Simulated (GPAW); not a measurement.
The system is ZnS.

```
Zn S
1.0
     0.00000    2.70200    2.70200
     2.70200    0.00000    2.70200
     2.70200    2.70200    0.00000
Zn S
1 1
Direct
  0.75000 0.75000 0.75000
  0.00000 0.00000 0.00000
```

Base run:

| Property | Result |
| --- | --- |
| Program | GPAW 26.7.0 |
| Functional | vdW-DF |
| Potentials or basis | GPAW PAW data sets (gpaw-data 1.2.1) |
| Cutoff | 600 eV |
| Basis | pw |
| k mesh | 7 × 7 × 7 |
| Occupations | fermi-dirac, width 0.05 eV |
| Spin | no spin polarisation |

Its results: band gap on the k mesh 2.31 eV, direct.

**Question.** The run is repeated on the same cell with these changes: functional from vdW-DF to YS-PBE0; cutoff from 600 eV to 450 eV; k mesh from 7 × 7 × 7 to 4 × 4 × 4. What comes out?

**Answer.** Band gap on the k mesh 3.34 eV, direct.

Several settings changed at once, so the effect can't be laid on one alone.

Caveats: some runs use coarse meshes; exact exchange converges slowly with the k mesh, and this mesh is small (some runs).
